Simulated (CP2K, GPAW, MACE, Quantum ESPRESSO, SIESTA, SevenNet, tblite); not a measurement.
# SIESTA on random fluorite-type (Ti, Sn, Zr)O2 solid solution (96 atoms): settings against a plane-wave reference

Aim: run random fluorite-type (Ti, Sn, Zr)O2 solid solution (96 atoms) in SIESTA and see how near its forces come to a plane-wave reference, and at what cost.

Calculated with SIESTA 5.4.2; the method is named at each step.

### Step 1. The structure

The cell holds 96 atoms: 12 Zr, 64 O, 12 Ti and 8 Sn. Its edges and angles: a = 9.966 Å, b = 9.966 Å, c = 9.966 Å, α = 90.0°, β = 90.0°, γ = 90.0°. Fluorite-type lattice (a = 4.983 Å, the mean of the end members), 2 x 2 x 2 cells, metal sites filled at random with 12 Ti, 8 Sn, 12 Zr; every coordinate displaced by a Gaussian of 0.05 Å. Then every atom was moved at random, 0.03 Å r.m.s. a Cartesian component.

The yardstick, on the same geometry:

```
method                                           : Kohn-Sham DFT, PBE, SSSP efficiency 1.3.0 pseudopotentials, plane waves (Quantum ESPRESSO 7.5); sssp-pbe-1.3.0-efficiency, cutoffs 60/480 Ry, Γ point
r.m.s. force component                           : 1.104 eV/Å
longest force                                    : 3.828 eV/Å
pressure                                         : 9.851 GPa
gap (highest filled to lowest empty level) : 0.9189 eV
time                                             : 26 min on 1 thread of Arm Neoverse V1, shared host
CPU time                                         : 26 min
```

### Step 2. PBE, DZP, shift 0.01 Ry, mesh 500 Ry

Method: Kohn-Sham DFT, PBE, PseudoDojo 0.4.1 norm-conserving pseudopotentials (converted to PSML), numerical atomic orbitals (DZP), diagonalisation.

The .psml files are PseudoDojo norm-conserving potentials that we converted to this format, checked against plane waves on the same files for H, C, O, Si, Ge and Ca alone.

The input, input.fdf:

```
SystemLabel cell
NumberOfAtoms 96
NumberOfSpecies 4
%block ChemicalSpeciesLabel
  1 40 Zr
  2 8 O
  3 22 Ti
  4 50 Sn
%endblock ChemicalSpeciesLabel
LatticeConstant 1.0 Ang
%block LatticeVectors
  9.96600 0.00000 0.00000
  0.00000 9.96600 0.00000
  0.00000 0.00000 9.96600
%endblock LatticeVectors
PAO.BasisSize DZP
PAO.EnergyShift 0.01 Ry
XC.Functional GGA
XC.Authors PBE
MeshCutoff 500 Ry
%block kgrid_Monkhorst_Pack
  1 0 0 0.0
  0 1 0 0.0
  0 0 1 0.0
%endblock kgrid_Monkhorst_Pack
SolutionMethod diagon
OccupationFunction FD
ElectronicTemperature 580 K
SCF.Mixer.Method Pulay
SCF.Mixer.Weight 0.15
SCF.Mixer.History 8
SCF.Mix Hamiltonian
MaxSCFIterations 300
SCF.DM.Tolerance 1e-04
SCF.H.Tolerance 1.0e-3 eV
WriteForces T
Write.HirshfeldPop T
Write.VoronoiPop T
Write.DM F
Write.H F
XML.Write F
AtomicCoordinatesFormat Fractional
%block AtomicCoordinatesAndAtomicSpecies
  0.99658 0.00603 0.00546 1
  0.12437 0.12138 0.11745 2
  0.36329 0.37845 0.36763 2
  0.00131 0.24951 0.24908 3
  0.12577 0.36870 0.37038 2
  0.36958 0.12348 0.12176 2
  0.24315 0.00315 0.24435 1
  0.37639 0.11424 0.37299 2
  0.12801 0.37784 0.13026 2
  0.24564 0.24994 0.99755 4
  0.37906 0.37218 0.13172 2
  0.11778 0.12954 0.37428 2
  0.00568 0.00435 0.49777 1
  0.12596 0.12369 0.62140 2
  0.37272 0.36295 0.87726 2
  0.99681 0.24575 0.74487 3
  0.11591 0.37070 0.86848 2
  0.37765 0.12311 0.62290 2
  0.25312 0.00021 0.74080 3
  0.37696 0.12557 0.87041 2
  0.12583 0.38292 0.61868 2
  0.24377 0.25334 0.50539 1
  0.37180 0.37577 0.61571 2
  0.12775 0.11972 0.87438 2
  0.00240 0.50174 0.99802 3
  0.12150 0.62629 0.13091 2
  0.38337 0.87513 0.36901 2
  0.00377 0.75329 0.24535 4
  0.11929 0.86900 0.36825 2
  0.37608 0.61641 0.12356 2
  0.25811 0.50385 0.24178 3
  0.37026 0.62834 0.36575 2
  0.12775 0.86829 0.13553 2
  0.25326 0.75525 0.99770 1
  0.37053 0.88030 0.12106 2
  0.12555 0.61597 0.37233 2
  0.00758 0.50491 0.49634 1
  0.12767 0.62444 0.62261 2
  0.36858 0.88340 0.87129 2
  0.98962 0.74607 0.75307 3
  0.12284 0.86328 0.86958 2
  0.37457 0.61627 0.63590 2
  0.25482 0.49720 0.74992 1
  0.37513 0.62125 0.87132 2
  0.12371 0.86386 0.63306 2
  0.24592 0.75000 0.49237 3
  0.37902 0.87104 0.61668 2
  0.11675 0.62128 0.87243 2
  0.49726 0.00174 0.99925 4
  0.62790 0.11614 0.13032 2
  0.87902 0.38410 0.37034 2
  0.49566 0.25643 0.24917 3
  0.62510 0.37375 0.36981 2
  0.87578 0.12724 0.11964 2
  0.75129 0.99037 0.25720 1
  0.86757 0.12570 0.38119 2
[... 36 atom lines left out ...]
  0.62958 0.87721 0.62747 2
  0.74694 0.74188 0.50884 4
  0.88033 0.87479 0.62041 2
  0.62237 0.62099 0.88826 2
%endblock AtomicCoordinatesAndAtomicSpecies
```

Command:

```bash
$ OMP_NUM_THREADS=1 mpirun -np 4 siesta < input.fdf > output.txt
```

What it wrote:

```text
Version         : 5.4.2
reinit: System Name:
reinit: System Label: cell
initatom: Reading input for the pseudopotentials and atomic orbitals ----------
Species number:   1 Atomic number:   40 Label: Zr
Species number:   2 Atomic number:    8 Label: O
Species number:   3 Atomic number:   22 Label: Ti
Species number:   4 Atomic number:   50 Label: Sn
Ground state valence configuration (from tables):   5s02  5p00  4d02  4f00
Ground state valence configuration (from tables):   2s02  2p04  3d00  4f00
Ground state valence configuration (from tables):   4s02  4p00  3d02  4f00
Ground state valence configuration (from tables):   5s02  5p02  5d00  4f00
---- Processing specs for species: Zr
GGA--PBE XC_GGA_X_PBE--XC_GGA_C_PBE pb
Semicore shell(s) with  8 electrons included in the valence for Zr
---- Processing specs for species: O
GGA--PBE XC_GGA_X_PBE--XC_GGA_C_PBE pb
---- Processing specs for species: Ti
GGA--PBE XC_GGA_X_PBE--XC_GGA_C_PBE pb
Semicore shell(s) with  8 electrons included in the valence for Ti
---- Processing specs for species: Sn
GGA--PBE XC_GGA_X_PBE--XC_GGA_C_PBE pb
Semicore shell(s) with 10 electrons included in the valence for Sn
Semicore shell(s): 4s 4p
Fallback to non-perturbative polarization scheme for Zr
Please see the manual if this is not desired in principle
Semicore shell(s): 3s 3p
Fallback to non-perturbative polarization scheme for Ti
Please see the manual if this is not desired in principle
Semicore shell(s): 4d
Fallback to non-perturbative polarization scheme for Sn
Please see the manual if this is not desired in principle
Zr pseudopotential only contains V_ls up to l=2 -- lmxkb reset.
O pseudopotential only contains V_ls up to l=2 -- lmxkb reset.
Ti pseudopotential only contains V_ls up to l=2 -- lmxkb reset.
Sn pseudopotential only contains V_ls up to l=2 -- lmxkb reset.
Using PAO.SplitTailNorm
%block ChemicalSpeciesLabel
    1   40 Zr                      # Species index, atomic number, species label
[... lines left out ...]
Total number of electrons:   784.000000
[... lines left out ...]
outcell: Cell angles (23,13,12) (deg):     90.0000     90.0000     90.0000
outcell: Cell volume (Ang**3)        :    989.8346
Gamma-point calculation with interaction between periodic images
Gamma-point calculation with interaction between periodic images
Some features might not work optimally:
Some features might not work optimally:
e.g. DM initialization from atomic data
e.g. DM initialization from atomic data
new_DM -- step:     1
Initializing Density Matrix...
Attempting to read DM from file... Failed...
DM filled with atomic data:
InitMesh: MESH = 144 x 144 x 144 = 2985984
InitMesh: Mesh cutoff (required, used) =   500.000   577.013 Ry
stepf: Fermi-Dirac step function
        iscf     Eharris(eV)        E_KS(eV)     FreeEng(eV)     dDmax    Ef(eV) dHmax(eV)
   scf:    1   -81064.352610   -81674.660378   -81674.660378  1.769192 -5.608628 21.352478
   scf:    2   -81968.589194   -81837.960995   -81837.960995  0.145158 -5.353236 11.672262
   scf:    3   -81016.416010   -81652.885889   -81653.289791  1.128564 -5.763353 69.780006
[...]
scf:   23   -81919.230860   -81919.230860   -81919.231639  0.000064 -5.490167  0.001242
   scf:   24   -81919.230860   -81919.230860   -81919.231639  0.000028 -5.490220  0.000840
SCF Convergence by DM+H criterion
max |DM_out - DM_in|         :     0.0000280517
max |H_out - H_in|      (eV) :     0.0008403722
SCF cycle converged after 24 iterations
Using DM_out to compute the final energy and forces
siesta: E_KS(eV) =           -81919.2309
siesta: E_KS - E_eggbox =    -81919.2309
siesta: Atomic forces (eV/Ang):
     1   -0.191208   -1.328292   -2.339386
     2   -0.296596    1.391254    1.792341
     3    2.083472    0.385574    0.511703
[...]
95   -0.489222   -0.839224    0.152221
    96   -0.986080   -1.442410   -2.646428
----------------------------------------
   Tot    0.033126    0.019951   -0.064780
----------------------------------------
   Max    3.136231
   Res    1.212162    sqrt( Sum f_i^2 / 3N )
----------------------------------------
   Max    3.136231    constrained
Stress tensor Voigt[x,y,z,yz,xz,xy] (kbar):     -128.26     -130.73     -133.70       -2.57        6.29      -21.34
(Free)E + p*V (eV/cell)   -81838.3636
Target enthalpy (eV/cell)   -81919.2316
siesta: Program's energy decomposition (eV):
siesta: Ebs     =    -16810.026913
siesta: Eions   =    115116.171534
siesta: Ena     =     16363.298915
siesta: Ekin    =     42035.350562
siesta: Enl     =     -7497.962511
siesta: DEna    =       505.758563
siesta: DUscf   =        53.489237
siesta: Ex      =    -17088.378666
siesta: Ec      =     -1174.615424
siesta: Exc     =    -18262.994091
siesta: Eharris =    -81919.230860
siesta: Etot    =    -81919.230860
siesta: FreeEng =    -81919.231639
siesta: Final energy (eV):
siesta:  Band Struct. =  -16810.026913
siesta:       Kinetic =   42035.350562
siesta:       Hartree =   15025.503997
siesta:         Exch. =  -17088.378666
siesta:         Corr. =   -1174.615424
siesta:   Exch.-corr. =  -18262.994091
siesta:  Ion-electron =  -72045.342042
siesta:       Ion-ion =  -48671.749286
siesta:         Total =  -81919.230860
siesta:         Fermi =      -5.490220
siesta: Stress tensor (static) (eV/Ang**3):
siesta:    -0.080053   -0.013321    0.003925
siesta:    -0.013321   -0.081595   -0.001607
siesta:     0.003925   -0.001607   -0.083447
siesta: Cell volume =        989.834641 Ang**3
siesta: Pressure (static):
siesta:                Solid            Molecule  Units
siesta:           0.00088981          0.00101354  Ry/Bohr**3
siesta:           0.08169857          0.09305873  eV/Ang**3
siesta:         130.89553368        149.09652717  kBar
    Orbital volume contribution        =          46.629179 eV
    (Free)E + p_basis*V_orbitals       =      -81872.602460 eV
    (Free)Eharris+ p_basis*V_orbitals  =      -81872.602460 eV
Hirshfeld Atomic Populations:
Atom #   charge [q] valence [e]  Species
     1     0.521685   11.478315  Zr
     2    -0.268308    6.268308  O
     3    -0.250139    6.250139  O
     4     0.512259   11.487741  Ti
     5    -0.273908    6.273908  O
[...]
7     0.538018   11.461982  Zr
[...]
10     0.621458   13.378542  Sn
[...]
13     0.559037   11.440963  Zr
[...]
16     0.503389   11.496611  Ti
[...]
19     0.483638   11.516362  Ti
[...]
28     0.626517   13.373483  Sn
[...]
49     0.609353   13.390647  Sn
[...]
--------------------
 Total    -0.000034
Voronoi Atomic Populations:
Atom #   charge [q] valence [e]  Species
[...]
76     0.565996   11.434004  Zr
[...]
79     0.542754   11.457246  Zr
[...]
85     0.565740   11.434260  Ti
[...]
88     0.651714   13.348286  Sn
[...]
91     0.537566   11.462434  Ti
[...]
94     0.668041   13.331959  Sn
    95    -0.306714    6.306714  O
    96    -0.274087    6.274087  O
--------------------
 Total    -0.000034
```

Elapsed: 3.9 min, on 4 MPI ranks of Arm Neoverse V1, shared host; peak memory 3.1 GiB.

Banners, paths, timers and routine set-up lines are dropped from the logs unmarked, and long logs keep their key lines alone; longer cuts are marked.

Numbers from this run, and their distance from the reference:

* r.m.s. force component: 1.212 eV/Å
* r.m.s. difference of force components: 141.1 meV/Å
* longest difference of force vectors: 570.3 meV/Å
* force difference over r.m.s. force: 12.78 %
* slope of forces against the reference's: 1.095
* correlation of force components: 0.9969
* gap (highest filled to lowest empty level): 0.8138 eV
* gap difference: -0.1051 eV
* pressure: 13.09 GPa
* pressure difference: 3.238 GPa

Length of the force difference by element (eV/Å):

| element | atoms | mean | most |
| --- | --- | --- | --- |
| O | 64 | 0.22 | 0.46 |
| Sn | 8 | 0.28 | 0.57 |
| Ti | 12 | 0.070 | 0.10 |
| Zr | 12 | 0.31 | 0.43 |

Levels nearest the highest filled one (eV from it): -0.53, -0.52, -0.42, -0.36, -0.32, -0.29, -0.27, -0.21, -0.19, -0.08, -0.04, 0.00, 0.81, 0.93, 0.96, 1.02, 1.17, 1.19, 1.25, 1.27, 1.31, 1.34, 1.39, 1.43.

Local excerpt of 9 atoms (numbers count through the whole input) about Sn82, which bears the longest force; x, y, z are measured from there.

| atom | x | y | z | distance (Å) | bonds | Hirshfeld charge (e) | Fx | Fy | Fz (eV/Å) |
| --- | --- | --- | --- | --- | --- | --- | --- | --- | --- |
| Sn82 | 0.00 | 0.00 | 0.00 | 0.00 | 8 | 0.62 | 2.65 | 3.07 | 1.30 |
| O96 | -1.18 | -1.16 | -1.07 | 1.97 | 4 | -0.26 | -0.99 | -1.44 | -2.65 |
| O74 | -1.19 | -1.16 | 1.25 | 2.08 | 4 | -0.27 | -0.88 | -0.65 | 0.29 |
| O92 | 1.33 | -1.12 | -1.19 | 2.11 | 4 | -0.26 | 0.04 | 0.18 | -0.75 |
| O78 | 1.36 | -1.20 | 1.26 | 2.21 | 4 | -0.27 | 0.36 | 1.09 | -0.82 |
| O89 | -1.20 | 1.42 | -1.23 | 2.23 | 4 | -0.27 | -0.06 | -1.16 | -0.11 |
| O81 | -1.18 | 1.43 | 1.26 | 2.23 | 4 | -0.28 | 0.28 | -2.08 | -0.29 |
| O87 | 1.33 | 1.41 | -1.21 | 2.29 | 4 | -0.29 | -0.27 | -1.47 | -0.98 |
| O83 | 1.34 | 1.52 | 1.27 | 2.39 | 4 | -0.29 | -0.36 | -2.49 | -0.06 |

Forces lie 13 % from the reference's, at 0.59 times its CPU time (on 4 against 1 cores).

### Step 3. PBE, SZP, shift 0.01 Ry, mesh 500 Ry

Method: Kohn-Sham DFT, PBE, PseudoDojo 0.4.1 norm-conserving pseudopotentials (converted to PSML), numerical atomic orbitals (SZP), diagonalisation.

Changes to input.fdf since step 2:

```diff
@@ -15,3 +15,3 @@
 %endblock LatticeVectors
-PAO.BasisSize DZP
+PAO.BasisSize SZP
 PAO.EnergyShift 0.01 Ry
```

Command:

```bash
$ OMP_NUM_THREADS=1 mpirun -np 2 siesta < input.fdf > output.txt
```

What it wrote:

```text
Version         : 5.4.2
reinit: System Name:
reinit: System Label: cell
initatom: Reading input for the pseudopotentials and atomic orbitals ----------
Species number:   1 Atomic number:   40 Label: Zr
Species number:   2 Atomic number:    8 Label: O
Species number:   3 Atomic number:   22 Label: Ti
Species number:   4 Atomic number:   50 Label: Sn
Ground state valence configuration (from tables):   5s02  5p00  4d02  4f00
Ground state valence configuration (from tables):   2s02  2p04  3d00  4f00
Ground state valence configuration (from tables):   4s02  4p00  3d02  4f00
Ground state valence configuration (from tables):   5s02  5p02  5d00  4f00
---- Processing specs for species: Zr
GGA--PBE XC_GGA_X_PBE--XC_GGA_C_PBE pb
[... lines left out ...]
stepf: Fermi-Dirac step function
        iscf     Eharris(eV)        E_KS(eV)     FreeEng(eV)     dDmax    Ef(eV) dHmax(eV)
[... lines left out ...]
SCF Convergence by DM+H criterion
[... lines left out ...]
SCF cycle converged after 26 iterations
[... lines left out ...]
   Max    3.281833
[... lines left out ...]
   Max    3.281833    constrained
Stress tensor Voigt[x,y,z,yz,xz,xy] (kbar):     -165.08     -167.52     -170.70       -2.33        6.57      -22.46
[... lines left out ...]
siesta: FreeEng =    -81902.302699
[... lines left out ...]
siesta:         Total =  -81902.300208
siesta:         Fermi =      -5.237184
siesta: Stress tensor (static) (eV/Ang**3):
siesta:    -0.103037   -0.014017    0.004102
siesta:    -0.014016   -0.104555   -0.001454
siesta:     0.004102   -0.001455   -0.106544
siesta: Cell volume =        989.834641 Ang**3
siesta: Pressure (static):
siesta:                Solid            Molecule  Units
siesta:           0.00114046          0.00129522  Ry/Bohr**3
siesta:           0.10471199          0.11892158  eV/Ang**3
siesta:         167.76709658        190.53337073  kBar
    Orbital volume contribution        =          38.677007 eV
    (Free)E + p_basis*V_orbitals       =      -81863.625692 eV
    (Free)Eharris+ p_basis*V_orbitals  =      -81863.625687 eV
Hirshfeld Atomic Populations:
Atom #   charge [q] valence [e]  Species
     1     0.520791   11.479209  Zr
     2    -0.268784    6.268784  O
     3    -0.249853    6.249853  O
     4     0.495317   11.504683  Ti
     5    -0.271711    6.271711  O
[...]
7     0.534199   11.465801  Zr
[...]
10     0.647583   13.352417  Sn
[...]
13     0.557662   11.442338  Zr
[...]
16     0.489701   11.510299  Ti
[...]
19     0.467589   11.532411  Ti
[...]
28     0.653237   13.346763  Sn
[...]
49     0.630204   13.369796  Sn
[...]
--------------------
 Total    -0.000036
Voronoi Atomic Populations:
Atom #   charge [q] valence [e]  Species
[...]
76     0.538658   11.461342  Zr
[...]
79     0.520577   11.479423  Zr
[...]
85     0.526044   11.473956  Ti
[...]
88     0.644105   13.355895  Sn
[...]
91     0.502511   11.497489  Ti
[...]
94     0.659938   13.340062  Sn
    95    -0.294191    6.294191  O
    96    -0.263027    6.263027  O
--------------------
 Total    -0.000036
```

Wall time 6 min (2 MPI ranks); peak memory 2.3 GiB; 12 min of CPU time.

Compared with the plane-wave run:

* r.m.s. force component: 1.228 eV/Å
* r.m.s. difference of force components: 165.4 meV/Å
* longest difference of force vectors: 585.1 meV/Å
* force difference over r.m.s. force: 14.99 %
* slope of forces against the reference's: 1.107
* correlation of force components: 0.9956
* gap (highest filled to lowest empty level): 0.6801 eV
* gap difference: -0.2388 eV
* pressure: 16.78 GPa
* pressure difference: 6.925 GPa

This is a coarse setting, run to see what it loses.

Against the first run (13 %), the force difference from the reference is 15 %, at 0.78 times the CPU time (on 2 against 4 cores), with 1000 basis functions against 1432: the smaller basis costs accuracy.

### Step 4. PBE, DZP, shift 0.01 Ry, mesh 150 Ry

Method: Kohn-Sham DFT, PBE, PseudoDojo 0.4.1 norm-conserving pseudopotentials (converted to PSML), numerical atomic orbitals (DZP), diagonalisation.

Changes to input.fdf since step 3:

```diff
@@ -15,3 +15,3 @@
 %endblock LatticeVectors
-PAO.BasisSize SZP
+PAO.BasisSize DZP
 PAO.EnergyShift 0.01 Ry
@@ -19,3 +19,3 @@
 XC.Authors PBE
-MeshCutoff 500 Ry
+MeshCutoff 150 Ry
 %block kgrid_Monkhorst_Pack
```

What it wrote:

```text
Version         : 5.4.2
reinit: System Name:
reinit: System Label: cell
initatom: Reading input for the pseudopotentials and atomic orbitals ----------
Species number:   1 Atomic number:   40 Label: Zr
Species number:   2 Atomic number:    8 Label: O
Species number:   3 Atomic number:   22 Label: Ti
Species number:   4 Atomic number:   50 Label: Sn
Ground state valence configuration (from tables):   5s02  5p00  4d02  4f00
Ground state valence configuration (from tables):   2s02  2p04  3d00  4f00
[... lines left out ...]
SCF Convergence by DM+H criterion
[... lines left out ...]
SCF cycle converged after 24 iterations
[... lines left out ...]
   Max    3.156178
[... lines left out ...]
   Max    3.156178    constrained
Stress tensor Voigt[x,y,z,yz,xz,xy] (kbar):     -127.76     -129.90     -133.08       -2.65        6.17      -21.51
[... lines left out ...]
siesta: FreeEng =    -81919.011368
[... lines left out ...]
siesta:         Fermi =      -5.489764
[... lines left out ...]
siesta:         130.24459302        148.71713960  kBar
    Orbital volume contribution        =          46.629179 eV
    (Free)E + p_basis*V_orbitals       =      -81872.382189 eV
    (Free)Eharris+ p_basis*V_orbitals  =      -81872.382189 eV
Hirshfeld Atomic Populations:
Atom #   charge [q] valence [e]  Species
     1     0.521752   11.478248  Zr
     2    -0.268313    6.268313  O
     3    -0.250151    6.250151  O
     4     0.512242   11.487758  Ti
     5    -0.273885    6.273885  O
[...]
7     0.538045   11.461955  Zr
[...]
10     0.621350   13.378650  Sn
[...]
13     0.559066   11.440934  Zr
[...]
16     0.503379   11.496621  Ti
[...]
19     0.483656   11.516344  Ti
[...]
28     0.626413   13.373587  Sn
[...]
49     0.609270   13.390730  Sn
[...]
--------------------
 Total     0.000008
Voronoi Atomic Populations:
Atom #   charge [q] valence [e]  Species
[...]
76     0.568546   11.431454  Zr
[...]
79     0.542553   11.457447  Zr
[...]
85     0.564959   11.435041  Ti
[...]
88     0.650716   13.349284  Sn
[...]
91     0.538666   11.461334  Ti
[...]
94     0.665831   13.334169  Sn
    95    -0.308171    6.308171  O
    96    -0.272460    6.272460  O
--------------------
 Total     0.000007
```

It took 2.1 min on 2 MPI ranks; peak memory 1 GiB; 4.2 min of CPU time.

Against the reference:

| Item | Value |
| --- | --- |
| r.m.s. force component | 1.212 eV/Å |
| r.m.s. difference of force components | 141.3 meV/Å |
| longest difference of force vectors | 575 meV/Å |
| force difference over r.m.s. force | 12.8 % |
| slope of forces against the reference's | 1.095 |
| correlation of force components | 0.997 |
| gap (highest filled to lowest empty level) | 0.8142 eV |
| gap difference | -0.1047 eV |
| pressure | 13.02 GPa |
| pressure difference | 3.173 GPa |
| energy less the same-level run's | 2.295 meV/atom |
| r.m.s. force difference from the same-level run | 9.689 meV/Å |

This is a coarse setting, run to see what it loses.

Against the first run (13 %), the force difference from the reference is 13 %, at 0.28 times the CPU time (on 2 against 4 cores): the change moves forces by 9.7 meV/Å r.m.s., so most of the difference comes from elsewhere.

(Continued in part 2 of 2.)

[Also dropped from logs without a mark: logging warnings of Python, and SIESTA's first energy breakdown and zero terms.]

[Logs are printed without paths, hosts, clocks, repeated set-up lines and the standing remarks that a program may print on its own settings, such as how far it seeks lower states.]

[Hosts, paths, dates, database ids (printed as entryN), source tags and the programs' standing remarks are cut or masked in the printed files.]
